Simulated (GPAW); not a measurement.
Two runs for the N K edge of atom 1 in BN (Qingsongite, F-43m). Run A: GPAW, LDA, full core hole (charged cell), 16-atom cell with 5.1 Å between holes, 6×6×6 k points, dipole transitions, Gaussian full width 0.9 eV up to 4 eV, rising linearly to 3.5 eV at 25 eV. Run B differs in one choice.

Energy from the lowest empty level; intensity scaled to a mean of 1 over the first 20 eV:

```
E (eV)     A     B
 -2.00  0.00  0.00
 -1.25  0.00  0.00
 -0.50  0.00  0.00
  0.25  0.01  0.01
  1.00  0.07  0.09
  1.75  0.19  0.27
  2.50  0.50  0.64
  3.25  1.05  1.35
  4.00  1.98  2.29
  4.75  2.43  2.91
  5.50  2.49  2.69
  6.25  2.13  2.52
  7.00  2.27  2.07
  7.75  1.84  1.58
  8.50  1.54  1.43
  9.25  1.50  1.59
 10.00  1.69  1.42
 10.75  1.37  0.76
 11.50  0.72  0.44
 12.25  0.47  0.45
 13.00  0.53  0.63
 13.75  0.72  0.86
 14.50  0.88  0.85
 15.25  0.82  0.58
 16.00  0.56  0.30
 16.75  0.30  0.15
 17.50  0.15  0.10
 18.25  0.10  0.12
 19.00  0.11  0.20
 19.75  0.18  0.31
 20.50  0.29  0.41
 21.25  0.40  0.43
 22.00  0.45  0.39
```

What was changed?
a) the size of the supercell
b) the volume of the cell
c) the k mesh of the spectrum
d) the plane-wave cutoff

(b): run B changes the volume scale from 1 to 1.06. Against the first run the r.m.s. difference is 18 %. A shift of -0.4 eV leaves 12 %. The highest intensity below 16 eV goes from 5.2 eV (2.61) to 5.0 eV (2.98). Other settings could leave a like mark; this is the one that was changed.

[Banner, clock and machine lines of the logs are left out without a mark of their own.]

[Logs are printed without paths, hosts, clocks, repeated set-up lines and the standing remarks that a program may print on its own settings, such as how far it seeks lower states.]

[Hosts, paths, dates, database ids (printed as entryN), source tags and the programs' standing remarks are cut or masked in the printed files.]

[Lists of maxima count a maximum above −3 eV only where it reaches 4 % of the highest in the window and stands out from its surroundings by 2 % of it (1.5 % where it reaches 55 %); shoulders and weaker maxima are passed over, and of the rest the first, up to two pre-edge ones and the few strongest are named.]
